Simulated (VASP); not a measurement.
Here is a VASP 6.6.1 calculation.

INCAR

```
SYSTEM = TiB2
  ALGO = Normal
  EDIFF = 1E-6
  ENCUT = 520
  GGA = PE
  ISIF = 2
  ISMEAR = 1
  LASPH = .TRUE.
  LCHARG = .FALSE.
  LMAXMIX = 4
  LREAL = .FALSE.
  LWAVE = .FALSE.
  NELM = 80
  PREC = Accurate
  SIGMA = 0.1
```

The input KPOINTS:

```
k-points
0
G
  15 15 11
  0 0 0
```

File POSCAR:

```
TiB2                                    
1.0
    3.0187675783      0.0000000000      0.0000000000
   -1.5093837891      2.6143294108      0.0000000000
    0.0000000000      0.0000000000      3.1857412020
  Ti              B             
     1     2
Direct
     0.0000000000000000    0.0000000000000000    0.0000000000000000
     0.3333333332999970    0.6666666667000030    0.5000000000000000
     0.6666666667000030    0.3333333332999970    0.5000000000000000
```

The input KPOINTS_OPT:

```
explicit points
213
Reciprocal
 0.0000000000  0.0000000000  0.0000000000 1
 0.0357142857  0.0000000000  0.0000000000 1
 0.0714285714  0.0000000000  0.0000000000 1
 0.1071428571  0.0000000000  0.0000000000 1
 0.1428571429  0.0000000000  0.0000000000 1
 0.1785714286  0.0000000000  0.0000000000 1
[... 205 lines left out ...]
 0.5000000000  0.0000000000  0.0179835500 1
 0.5000000000  0.0000000000 -0.0179835500 1
```

Potentials or basis: VASP PAW PBE potentials, release 64 (Ti_sv, B).

Launch:

```sh
$ cat potpaw_PBE.64/Ti_sv/POTCAR potpaw_PBE.64/B/POTCAR > POTCAR
$ mpirun -np 1 vasp_std > vasp.out
```

(1) What does it give for the pressure?

(2) Estimate the band gap along the path.

Results:

(1) 5.4 GPa.

(2) none (metal or under the smearing width).
